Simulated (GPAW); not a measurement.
Runs of GPAW 26.7.0 on CuO. The structure is tetragonal, space group P4/nmm (No. 129). Conventional cell: a = 3.175 Å, b = 3.175 Å, c = 4.650 Å, α = 90.00°, β = 90.00°, γ = 90.00°. Cu (site symmetry -4m2) has 4 O at 2.02 Å and 4 Cu at 2.25 Å as nearest neighbours. O (site symmetry 4mm) is surrounded by 4 Cu at 2.02 Å. The cell was built by a generator and needn't be a form met in nature.

```csv
level,U,gap on the mesh (eV),pressure (GPa),largest force (eV/Å)
r2SCAN+U,Cu d U = 5 eV,none,9.9,1.20
r2SCAN+U,Cu d U = 8 eV,none,8.8,(b)
r2SCAN,-,none,12.4,1.20
r2SCAN+U,Cu d U = 4 eV,none,10.4,1.22
r2SCAN+U,Cu d U = 6 eV,none,9.5,1.19
r2SCAN+U,Cu d U = 3 eV,none,10.8,1.22
r2SCAN+U,Cu d U = 1 eV,none,(a),1.21
r2SCAN+U,Cu d U = 2 eV,none,11.3,1.22
```

Alike in all rows: task single point; potentials or basis GPAW PAW data sets (gpaw-data 1.2.1), pw; no spin polarisation; cell as given; k mesh 7 × 7 × 5; cutoff (eV) 800; smearing fermi-dirac 0.05 eV.

Question: Fill in the values left out.

Answer: (a) 11.9; (b) 1.13.

Caveats: with this Cu data set, volumes or pressures lay over 1.5 % or 2 GPa off other programs in two to four cells of ten; the PAW data sets were made with another functional, which shifts forces and pressure a little; the run has no spin polarisation, though such a crystal can be magnetic; U without spin polarisation on a metal has little footing (some runs); semilocal functionals often make such compounds metallic where correlation or magnetic order opens a gap, which also shifts bond lengths (some runs).

A gap of «none» marks a metal or a gap under the smearing width.
